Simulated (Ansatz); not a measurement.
# Te2Mo: the cost of one run

Program: Ansatz 0.2.0. Level of theory: DFT LDA+D3(BJ), scalar-relativistic, plane waves, PAW. These are calculated values, not measurements.

### Step 1. The system as given

It takes space group P-6m2 (No. 187, hexagonal). Conventional cell: a = 3.410 Å, b = 3.410 Å, c = 7.377 Å, α = 90.00°, β = 90.00°, γ = 120.00°. Te (site symmetry 3m) is surrounded by 3 Mo at 2.67 Å. Around Mo (site symmetry -6m2) lie 6 Te at 2.67 Å.

Structure file:

```
CELL_PARAMETERS angstrom
3.40957 0.00000 0.00000
-1.70478 2.95277 0.00000
0.00000 0.00000 7.37728
ATOMIC_POSITIONS crystal
Te 0.33333 0.66667 0.75500
Te 0.33333 0.66667 0.24500
Mo 0.00000 0.00000 0.00000
```

It goes back to an entry of the Materials Project, which need not be the stable form.

This cell was relaxed beforehand with the same method: volume 24.76 Å³/atom, gap on the mesh 0.86 eV.

### Step 2. Plan of the line

The energy is mapped over two normal modes frozen in (zone-centre modes of the cell shown).

First coordinate, amplitude of mode 4 (120 cm⁻¹), largest displacement: 7 values from −0.149 Å. Second coordinate, amplitude of mode 8 (246 cm⁻¹), largest displacement: 7 values from −0.143 Å.

Nothing else is relaxed (the cell and all other modes fixed). Energies count from the relaxed high-symmetry cell. Points are written as (first, second).

The modes come from a phonon run on the reference cell, made beforehand.

Displacement patterns for an amplitude of 1 (Å):

| atom | x1 | y1 | z1 | x2 | y2 | z2 |
| --- | --- | --- | --- | --- | --- | --- |
| Te1 | 1.000 | 0.000 | 0.000 | 0.000 | -0.376 | 0.000 |
| Te2 | -1.000 | 0.000 | 0.000 | 0.000 | -0.376 | 0.000 |
| Mo3 | 0.000 | 0.000 | 0.000 | 0.000 | 1.000 | 0.000 |

### Step 3. Point (−0.050 Å, −0.143 Å)

The input, input.yaml:

```yaml
crystal:
  lattice:
    - [3.4095693229, 0.0, 0.0]
    - [-1.7047846614, 2.9527736496, 0.0]
    - [0.0, 0.0, 7.3772809327]
  atoms:
    - { symbol: Te, position: [0.3278608788, 0.6848749998, 0.7549996162] }
    - { symbol: Te, position: [0.3570141209, 0.6848749998, 0.2450003838] }
    - { symbol: Mo, position: [-0.0242145212, -0.0484290423, 0.0] }
basis:
  ecutwfc: 420
kpoints:
  mp_grid: { grid: [9, 9, 4] }
hamiltonian:
  xc: lda
  pseudopotentials: { kind: paw }
  dispersion: d3bj
scf:
  occupations: { method: gaussian, width: 0.05 }
output:
  forces: true
  stress: true
  eigenvalues: true
```

Run with:

```sh
> ansatz run input.yaml --threads 1 --pin off --max-ram 2048MiB --backend cpu --events-out ev --progress --plain --runs-dir out
```

**Question.** How long does this run take on 1 thread of Arm Neoverse N1, shared host, and how much memory does it need?

About 27 s, with a peak of 0.4 GiB.
